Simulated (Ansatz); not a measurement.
# Ge: band gap under strain

Aim: follow the gap of diamond Ge through these states: +2.0 % biaxial strain in the (111) plane, free along [111]; +3.0 % biaxial strain in the (111) plane, free along [111]; +4.0 % biaxial strain in the (111) plane, free along [111]. The table at the end shows which levels were run.

Code: Ansatz 0.2.0. PAW datasets, plane waves. (Simulation; spin polarisation is off.)

## 1. Starting point

The unstrained cell was relaxed with r2SCAN; in each strained cell the atoms were relaxed again with r2SCAN. Names of k-points are those of the unstrained zone, where strain can split equivalent points. First state: +2.0 % biaxial strain in the (111) plane, free along [111].

The symmetry is R-3m (No. 166, trigonal); a = 4.092 Å, c = 9.766 Å in the conventional setting, 23.61 Å³ an atom. Around Ge lie 4 Ge at 2.46–2.49 Å.

Structure file:

```cif
data_structure
_symmetry_space_group_name_H-M 'P 1'
_symmetry_Int_Tables_number 1
_cell_length_a 4.0224
_cell_length_b 4.0224
_cell_length_c 4.0224
_cell_angle_alpha 61.151
_cell_angle_beta 61.151
_cell_angle_gamma 61.151
_cell_volume 47.21
loop_
_atom_site_label
_atom_site_type_symbol
_atom_site_fract_x
_atom_site_fract_y
_atom_site_fract_z
_atom_site_occupancy
Ge1 Ge 0.99892 0.99892 0.99892 1
Ge2 Ge 0.25108 0.25108 0.25108 1
```

From earlier runs on the unstrained cell: PBE 0.00 eV, r2SCAN 0.36 eV, HSE06 0.78 eV, r2SCAN+SOC 0.27 eV; a = 5.674 Å.

## 2. +2.0 % biaxial strain in the (111) plane, free along [111]: PBE

input.yaml reads:

```yaml
crystal:
  lattice:
    - [-0.0495434509, 2.8440675314, 2.8440675314]
    - [2.8440675314, -0.0495434509, 2.8440675314]
    - [2.8440675314, 2.8440675314, -0.0495434509]
  atoms:
    - { symbol: Ge, position: [-0.0010765811, -0.0010765811, -0.0010765811] }
    - { symbol: Ge, position: [0.2510765811, 0.2510765811, 0.2510765811] }
kpoints:
  mp_grid: { grid: [8, 8, 8] }
  band_path:
    path:
      - [0.0, 0.0, 0.0]
      - [0.5, 0.0, 0.5]
      - [0.625, 0.25, 0.625]
      - [0.375, 0.375, 0.75]
      - [0.5, 0.5, 0.5]
      - [0.5, 0.25, 0.75]
      - [-0.01237, 0.001302, 0.009928]
    npoints: 1
hamiltonian:
  xc: pbe
scf:
  occupations: { method: fermi_dirac, width: 0.02 }
  n_extra_bands: 4
output:
  forces: true
  stress: true
  eigenvalues: true
  write_density: true
  write_potential: true
  elf: true
  volumetric_format: npy
```

On the command line:

```console
> ansatz run input.yaml --threads 2 --pin off --max-ram 29491MiB --backend cpu --events-out ev --progress --plain --runs-dir out
```

Further steps of the session: +2.0 % biaxial strain in the (111) plane, free along [111]: r2SCAN; +2.0 % biaxial strain in the (111) plane, free along [111]: HSE06; +2.0 % biaxial strain in the (111) plane, free along [111]: r2SCAN+SOC; +3.0 % biaxial strain in the (111) plane, free along [111]: PBE; +3.0 % biaxial strain in the (111) plane, free along [111]: r2SCAN; +3.0 % biaxial strain in the (111) plane, free along [111]: HSE06; +3.0 % biaxial strain in the (111) plane, free along [111]: r2SCAN+SOC; +4.0 % biaxial strain in the (111) plane, free along [111]: PBE; +4.0 % biaxial strain in the (111) plane, free along [111]: r2SCAN; +4.0 % biaxial strain in the (111) plane, free along [111]: HSE06; +4.0 % biaxial strain in the (111) plane, free along [111]: r2SCAN+SOC.

Before running it: what results should come out?

**Answer**, as computed:

Least gap in eV (negative: overlap), with the change from the unstrained cell in brackets:

```
                                                     state  volume change (%)            PBE         r2SCAN          HSE06
+2.0 % biaxial strain in the (111) plane, free along [111]               +3.4  -0.30 (-0.30)  -0.06 (-0.42)   0.25 (-0.53)
+3.0 % biaxial strain in the (111) plane, free along [111]               +5.1  -0.50 (-0.50)  -0.28 (-0.64)   0.00 (-0.78)
+4.0 % biaxial strain in the (111) plane, free along [111]               +6.6  -0.71 (-0.71)  -0.50 (-0.86)  -0.23 (-1.01)
```

In words: With HSE06, of the states in the table +4.0 % biaxial strain in the (111) plane, free along [111] shifts the gap most, by -1.007 eV. PBE and HSE06 differ by 0.78 eV on the unstrained gap, and by at most 0.30 eV on its change. Under +2.0 % biaxial strain in the (111) plane, free along [111] PBE gives no gap, or under 0.02 eV, while HSE06 has one.
